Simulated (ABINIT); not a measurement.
# SrO (Fm-3m) in ABINIT: further runs

Runs on SrO. Level: PBE. Tasks: relaxation of cell and atoms.

All numbers are computed with ABINIT 10.8.3 (patched build); they aren't measurements. Logs are shortened: lines on timing, memory, paths and dates and some standing lists are left out, and cuts for length are marked. The log counts tension as positive stress, the text compression.

## (1) The crystal as given

It takes space group Fm-3m (No. 225, cubic). Conventional cell: a = 5.133 Å, b = 5.133 Å, c = 5.133 Å, α = 90.00°, β = 90.00°, γ = 90.00°. Sr (site symmetry m-3m) has 6 O at 2.57 Å as nearest neighbours. Around O (site symmetry m-3m) lie 6 Sr at 2.57 Å.

## (2) Relaxation of cell and atoms, PBE, target pressure 20 GPa, at which the enthalpy is minimised

run.abi reads:

```
# Pseudopotentials
pp_dirpath "./"
pseudos "Sr.GGA_PBE-JTH.xml, O.GGA_PBE-JTH.xml"

# Structure
acell 3.6292962651 3.6292962651 3.6292962651 Angstrom
rprim
     0.0000000000     0.7071067812     0.7071067812
     0.7071067812     0.0000000000     0.7071067812
     0.7071067812     0.7071067812     0.0000000000
ntypat 2
znucl 38 8
natom 2
typat 1 2
xred
     0.5000000000     0.5000000000     0.5000000000
     0.0000000000     0.0000000000     0.0000000000
chkprim 0
chksymtnons 0
tolsym 1.0e-6

# Plane-wave basis
ecut 23.0
pawecutdg 45.0
pawxcdev 0

# k points
kptopt 1
ngkpt 9 9 9
nshiftk 1
shiftk 0.0 0.0 0.0

# Exchange and correlation
ixc 11

# Bands and occupations
nband 12
occopt 3
tsmear 0.05 eV

# SCF cycle
nstep 100
tolvrs 1.0e-9

# Output
iomode 3
prtwf 0
prtden 0
prteig 0
prtebands 0

# Relaxation
ionmov 2
ntime 60
tolmxf 0.0002
optcell 2
dilatmx 1.08
ecutsm 0.5
strtarget 3*-6.797862e-04 3*0.0
```

Potentials or basis: JTH PAW PBE v2.0.

Command:

```bash
> abinit run.abi > log 2>&1
```

run.abo:

```text
.Version 10.8.3 of ABINIT
 Symmetries : space group Fm -3 m (#225); Bravais cF (face-center cubic)
================================================================================
 Values of the parameters that define the memory need of the present run
     intxc =       0    ionmov =       2      iscf =      17    lmnmax =      18
     lnmax =       6     mgfft =      32  mpssoang =       3    mqgrid =    3001
     natom =       2  nloc_mem =       2    nspden =       1   nspinor =       1
    nsppol =       1      nsym =      48    n1xccc =       1    ntypat =       2
    occopt =       3   xclevel =       2
       mpw =        1530          nfft =       32768          nkpt =          35
 PAW method is used; the additional fine FFT grid is defined by:
   mgfftf=        48    nfftf =    110592
================================================================================
================================================================================

--------------------------------------------------------------------------------
------------- Echo of variables that govern the present computation ------------
--------------------------------------------------------------------------------
 -outvars: echo values of preprocessed input variables --------
            acell      6.8583759708E+00  6.8583759708E+00  6.8583759708E+00 Bohr
              amu      8.76200000E+01  1.59994000E+01
          chkprim           0
      chksymtnons           0
          dilatmx      1.08000000E+00
             ecut      2.30000000E+01 Hartree
           ecutsm      5.00000000E-01 Hartree
           ionmov           2
              ixc          11
         kptrlatt        9    0    0      0    9    0      0    0    9
          kptrlen      6.17253837E+01
            natom           2
            nband          12
            ngfft          32      32      32
          ngfftdg          48      48      48
             nkpt          35
            nstep         100
             nsym          48
            ntime          60
           ntypat           2
           occopt           3
          optcell           2
        pawecutdg      4.50000000E+01 Hartree
         pawxcdev           0
           prtden           0
        prtebands           0
           prteig           0
            prtwf           0
            rprim      0.0000000000E+00  7.0710678120E-01  7.0710678120E-01
                       7.0710678120E-01  0.0000000000E+00  7.0710678120E-01
                       7.0710678120E-01  7.0710678120E-01  0.0000000000E+00
          spgroup         225
        strtarget     -6.79786200E-04 -6.79786200E-04 -6.79786200E-04
                       0.00000000E+00  0.00000000E+00  0.00000000E+00
           tolmxf      2.00000000E-04
           tolsym      1.00000000E-06
           tolvrs      1.00000000E-09
           tsmear      1.83746611E-03 Hartree
            typat      1  2
           useylm           1
           xangst      2.5663000000E+00  2.5663000000E+00  2.5663000000E+00
                       0.0000000000E+00  0.0000000000E+00  0.0000000000E+00
            xcart      4.8496041570E+00  4.8496041570E+00  4.8496041570E+00
                       0.0000000000E+00  0.0000000000E+00  0.0000000000E+00
             xred      5.0000000000E-01  5.0000000000E-01  5.0000000000E-01
                       0.0000000000E+00  0.0000000000E+00  0.0000000000E+00
            znucl       38.00000    8.00000

================================================================================

 chkinp: Checking input parameters for consistency.

================================================================================
== DATASET  1 ==================================================================

--- !DatasetInfo
iteration_state: {dtset: 1, }
dimensions: {natom: 2, nkpt: 35, mband: 12, nsppol: 1, nspinor: 1, nspden: 1, mpw: 1530, }
cutoff_energies: {ecut:  23.0, pawecutdg:  45.0, }
electrons: {nelect:   1.60000000E+01, charge:   0.00000000E+00, occopt:   3.00000000E+00, tsmear:   1.83746611E-03, }
meta: {optdriver: 0, ionmov: 2, optcell: 2, iscf: 17, paral_kgb: 0, }
...

 Exchange-correlation functional for the present dataset will be:
  GGA: Perdew-Burke-Ernzerhof functional - ixc=11
  J.P.Perdew, K.Burke, M.Ernzerhof, PRL 77, 3865 (1996)

 Real(R)+Recip(G) space primitive vectors, cartesian coordinates (Bohr,Bohr^-1):
 R(1)=  0.0000000  4.8496042  4.8496042  G(1)= -0.1031012  0.1031012  0.1031012
 R(2)=  4.8496042  0.0000000  4.8496042  G(2)=  0.1031012 -0.1031012  0.1031012
[... 34 lines left out ...]
================================================================================

=== [ionmov= 2] Broyden-Fletcher-Goldfarb-Shanno method (forces)
================================================================================

--- Iteration: ( 1/60) Internal Cycle: (1/1)
--------------------------------------------------------------------------------

---SELF-CONSISTENT-FIELD CONVERGENCE--------------------------------------------
[... 374 lines left out ...]
  0.00000000000000E+00  4.64723177528285E+00  4.64723177528285E+00
  4.64723177528285E+00  0.00000000000000E+00  4.64723177528285E+00
  4.64723177528285E+00  4.64723177528285E+00  0.00000000000000E+00
 Unitary Cell Volume (ucvol) [Bohr^3]=  2.00730328123493E+02
 Angles (23,13,12)= [degrees]
  6.00000000000000E+01  6.00000000000000E+01  6.00000000000000E+01
 Lengths [Bohr]
  6.57217820409620E+00  6.57217820409620E+00  6.57217820409620E+00
 Stress tensor in cartesian coordinates (strten) [Ha/bohr^3]
 -6.73904341894627E-04  0.00000000000000E+00  0.00000000000000E+00
  0.00000000000000E+00 -6.73904341894628E-04  0.00000000000000E+00
  0.00000000000000E+00  0.00000000000000E+00 -6.73904341894625E-04
 Total energy (etotal) [Ha]= -4.73043500878099E+01

 Difference of energy with previous step (new-old):
           Absolute (Ha)=-1.83619E-03
           Relative     =-3.88173E-05

--- Iteration: ( 5/60) Internal Cycle: (1/1)
--------------------------------------------------------------------------------

---SELF-CONSISTENT-FIELD CONVERGENCE--------------------------------------------
[... 89 lines left out ...]
 Difference of energy with previous step (new-old):
           Absolute (Ha)= 1.39230E-04
           Relative     = 2.94328E-06

 At Broyd/MD step   5, gradients are converged :
  max grad (force/stress) = 1.0280E-05 < tolmxf= 2.0000E-04 ha/bohr (free atoms)

================================================================================

 ----iterations are completed or convergence reached----

 Mean square residual over all n,k,spin=   10.545E-13; max=  58.457E-12
 reduced coordinates (array xred) for    2 atoms
       0.500000000000      0.500000000000      0.500000000000
       0.000000000000      0.000000000000      0.000000000000
 rms dE/dt=  0.0000E+00; max dE/dt=  0.0000E+00; dE/dt below (all hartree)
    1       0.000000000000      0.000000000000      0.000000000000
    2       0.000000000000      0.000000000000      0.000000000000

 cartesian coordinates (angstrom) at end:
    1      2.45836874145071     2.45836874145071     2.45836874145071
    2      0.00000000000000     0.00000000000000     0.00000000000000

 cartesian forces (hartree/bohr) at end:
    1     -0.00000000000000    -0.00000000000000    -0.00000000000000
    2     -0.00000000000000    -0.00000000000000    -0.00000000000000
 frms,max,avg= 0.0000000E+00 0.0000000E+00   0.000E+00  0.000E+00  0.000E+00 h/b

 cartesian forces (eV/Angstrom) at end:
    1     -0.00000000000000    -0.00000000000000    -0.00000000000000
    2     -0.00000000000000    -0.00000000000000    -0.00000000000000
 frms,max,avg= 0.0000000E+00 0.0000000E+00   0.000E+00  0.000E+00  0.000E+00 e/A
 length scales=  6.569932238578  6.569932238578  6.569932238578 bohr
              =  3.476658415474  3.476658415474  3.476658415474 angstroms
 Fermi (or HOMO) energy (hartree) =   0.27542   Average Vxc (hartree)=  -0.39769
 Eigenvalues (hartree) for nkpt=  35  k points:
 kpt#   1, nband= 12, wtk=  0.00137, kpt=  0.0000  0.0000  0.0000 (reduced coord)
  -0.96133   -0.34901   -0.27970   -0.27970   -0.27970    0.21040    0.21040    0.21040
   0.39645    0.45088    0.45088    0.45088
      occupation numbers for kpt#   1
   2.00000    2.00000    2.00000    2.00000    2.00000    2.00000    2.00000    2.00000
   0.00000    0.00000    0.00000    0.00000
 prteigrs : prtvol=0 or 1, do not print more k-points.

--- !EnergyTerms
iteration_state     : {dtset: 1, itime: 5, icycle: 1, }
comment             : Components of total free energy in Hartree
kinetic             :  1.72912475475772E+01
hartree             :  7.90052014807884E+00
xc                  : -9.98292267459748E+00
Ewald energy        : -4.05922864012870E+01
psp_core            :  2.22706546222121E+00
local_psp           : -2.91422208535947E+01
PAW spherical_terms :  4.99438301545266E+00
internal            : -4.73042137561492E+01
'-kT*entropy'       :  1.24933072467357E-15
total_energy        : -4.73042137561492E+01
total_energy_eV     : -1.28721323158102E+03
...

--- !EnergyTermsDC
iteration_state     : {dtset: 1, itime: 5, icycle: 1, }
comment             : '"Double-counting" decomposition of free energy'
band_energy         : -3.31774154267402E+00
Ewald energy        : -4.05922864012870E+01
psp_core            :  2.22706546222121E+00
xc_dc               : -7.00317950612745E+00
PAW spherical_terms :  1.38193112997060E+00
internal            : -4.73042108578967E+01
'-kT*entropy'       :  1.24933072467357E-15
total_energy_dc     : -4.73042108578967E+01
total_energy_dc_eV  : -1.28721315271555E+03
...

--- !EnergyTermsWithPAWCore
iteration_state     : {dtset: 1, itime: 5, icycle: 1, }
comment             : 'Components of total free energy, including PAW core contributions'
Total energy        : -3.25492663104358E+03
Total energy DC     : -3.25492662814532E+03
Total energy (eV)   : -8.85710657596565E+04
Total energy DC (eV): -8.85710656807910E+04
...

 Cartesian components of stress tensor (hartree/bohr^3)
  sigma(1 1)= -6.79683400E-04  sigma(3 2)=  0.00000000E+00
  sigma(2 2)= -6.79683400E-04  sigma(3 1)=  0.00000000E+00
  sigma(3 3)= -6.79683400E-04  sigma(2 1)=  0.00000000E+00

-Cartesian components of stress tensor (GPa)         [Pressure=  1.9997E+01 GPa]
- sigma(1 1)= -1.99969760E+01  sigma(3 2)=  0.00000000E+00
- sigma(2 2)= -1.99969760E+01  sigma(3 1)=  0.00000000E+00
- sigma(3 3)= -1.99969760E+01  sigma(2 1)=  0.00000000E+00

== END DATASET(S) ==============================================================
================================================================================

 -outvars: echo values of variables after computation  --------
            acell      6.5699322386E+00  6.5699322386E+00  6.5699322386E+00 Bohr
           etotal     -4.7304210858E+01
            fcart     -0.0000000000E+00 -0.0000000000E+00 -0.0000000000E+00
                      -0.0000000000E+00 -0.0000000000E+00 -0.0000000000E+00
            rprim      0.0000000000E+00  7.0710678119E-01  7.0710678119E-01
                       7.0710678119E-01  0.0000000000E+00  7.0710678119E-01
                       7.0710678119E-01  7.0710678119E-01  0.0000000000E+00
           strten     -6.7968339986E-04 -6.7968339986E-04 -6.7968339986E-04
                       0.0000000000E+00  0.0000000000E+00  0.0000000000E+00
           xangst      2.4583687415E+00  2.4583687415E+00  2.4583687415E+00
                       0.0000000000E+00  0.0000000000E+00  0.0000000000E+00
             xred      5.0000000000E-01  5.0000000000E-01  5.0000000000E-01
                       0.0000000000E+00  0.0000000000E+00  0.0000000000E+00
 Calculation completed.
```

Run time: 72 s. Hardware: 1 thread of Arm Neoverse V2, shared host; peak memory 0.13 GiB.

Results:

```
Free energy                                            : -1287.2132 eV
Relaxed volume                                         : 14.86 Å³/atom
Relaxed cell                                           : a = 3.477 Å, b = 3.477 Å, c = 3.477 Å, α = 60.00°, β = 60.00°, γ = 60.00°
Space group after relaxing (to 0.05 Å)                 : Fm-3m (No. 225)
Energy change on relaxing (the enthalpy is what falls) : +136.4 meV/atom
Ionic steps                                            : 5
Pressure after relaxing                                : 20.0 GPa
Band gap on the k mesh                                 : 3.23 eV, direct
Valence electrons inside the program's atomic spheres  : Sr 7.41; O 4.56
```

The path:
| step | energy change (eV) | largest force (eV/Å) | pressure (GPa) | volume (Å³) |
| --- | --- | --- | --- | --- |
| 1 | 0.0000 | 0.0000 | 3.19 | 33.80 |
| 2 | 0.0632 | 0.0000 | 8.91 | 32.09 |
| 3 | 0.3190 | 0.0000 | 22.03 | 29.36 |
| 4 | 0.2690 | 0.0000 | 19.83 | 29.75 |
| 5 | 0.2728 | 0.0000 | 20.00 | 29.71 |

Final structure:
```xyz
2
Lattice="0.0000 2.4584 2.4584 2.4584 0.0000 2.4584 2.4584 2.4584 0.0000" Properties=species:S:1:pos:R:3 pbc="T T T"
Sr    2.4584    2.4584    2.4584
O     0.0000    0.0000    0.0000
```

Caveat: an odd mesh through Γ misses points on the zone boundary, where band edges often lie.

## (3) Relaxation of cell and atoms, PBE, target pressure 30 GPa, at which the enthalpy is minimised

run.abi, as its differences from that of step 2:

```diff
@@ -58,2 +58,2 @@
 ecutsm 0.5
-strtarget 3*-6.797862e-04 3*0.0
+strtarget 3*-1.019679e-03 3*0.0
```

Potentials or basis: JTH PAW PBE v2.0.

Command:

```bash
> abinit run.abi > log 2>&1
```

run.abo:

```text
.Version 10.8.3 of ABINIT
 Symmetries : space group Fm -3 m (#225); Bravais cF (face-center cubic)
================================================================================
 Values of the parameters that define the memory need of the present run
     intxc =       0    ionmov =       2      iscf =      17    lmnmax =      18
     lnmax =       6     mgfft =      32  mpssoang =       3    mqgrid =    3001
     natom =       2  nloc_mem =       2    nspden =       1   nspinor =       1
    nsppol =       1      nsym =      48    n1xccc =       1    ntypat =       2
    occopt =       3   xclevel =       2
       mpw =        1530          nfft =       32768          nkpt =          35
 PAW method is used; the additional fine FFT grid is defined by:
   mgfftf=        48    nfftf =    110592
================================================================================
================================================================================

--------------------------------------------------------------------------------
[... 691 lines left out ...]
- sigma(1 1)= -2.99893576E+01  sigma(3 2)=  0.00000000E+00
- sigma(2 2)= -2.99893576E+01  sigma(3 1)=  0.00000000E+00
- sigma(3 3)= -2.99893576E+01  sigma(2 1)=  0.00000000E+00

== END DATASET(S) ==============================================================
================================================================================

 -outvars: echo values of variables after computation  --------
            acell      6.4532873862E+00  6.4532873862E+00  6.4532873862E+00 Bohr
           etotal     -4.7295371456E+01
            fcart     -0.0000000000E+00 -0.0000000000E+00 -0.0000000000E+00
                      -0.0000000000E+00 -0.0000000000E+00 -0.0000000000E+00
            rprim      0.0000000000E+00  7.0710678119E-01  7.0710678119E-01
                       7.0710678119E-01  0.0000000000E+00  7.0710678119E-01
                       7.0710678119E-01  7.0710678119E-01  0.0000000000E+00
           strten     -1.0193175454E-03 -1.0193175454E-03 -1.0193175454E-03
                       0.0000000000E+00  0.0000000000E+00  0.0000000000E+00
           xangst      2.4147220114E+00  2.4147220114E+00  2.4147220114E+00
                       0.0000000000E+00  0.0000000000E+00  0.0000000000E+00
             xred      5.0000000000E-01  5.0000000000E-01  5.0000000000E-01
                       0.0000000000E+00  0.0000000000E+00  0.0000000000E+00
 Calculation completed.
```

It took 75 s on 1 thread of Arm Neoverse V2, shared host; peak memory 0.13 GiB.

Results:

| Quantity | Value |
| --- | --- |
| Free energy | -1286.9726 eV |
| Relaxed volume | 14.08 Å³/atom |
| Relaxed cell | a = 3.415 Å, b = 3.415 Å, c = 3.415 Å, α = 60.00°, β = 60.00°, γ = 60.00° |
| Space group after relaxing (to 0.05 Å) | Fm-3m (No. 225) |
| Energy change on relaxing (the enthalpy is what falls) | +256.7 meV/atom |
| Ionic steps | 5 |
| Pressure after relaxing | 30.0 GPa |
| Band gap on the k mesh | 3.10 eV, direct |
| Valence electrons inside the program's atomic spheres | Sr 7.44; O 4.56 |

The path:
```csv
step,energy change (eV),largest force (eV/Å),pressure (GPa),volume (Å³)
1,0.0000,0.0000,3.19,33.80
2,0.1306,0.0000,13.01,31.11
3,0.6304,0.0000,34.46,27.58
4,0.5018,0.0000,29.54,28.22
5,0.5133,0.0000,29.99,28.16
```

Final structure:
```yaml
crystal:
  lattice:
    - [0.00000, 2.41472, 2.41472]
    - [2.41472, 0.00000, 2.41472]
    - [2.41472, 2.41472, 0.00000]
  atoms:
    - { symbol: Sr, position: [0.50000, 0.50000, 0.50000] }
    - { symbol: O, position: [0.00000, 0.00000, 0.00000] }
```

Caveat: the volume moved by over 15 % at a fixed basis, so the end points are rough; an odd mesh through Γ misses points on the zone boundary, where band edges often lie.
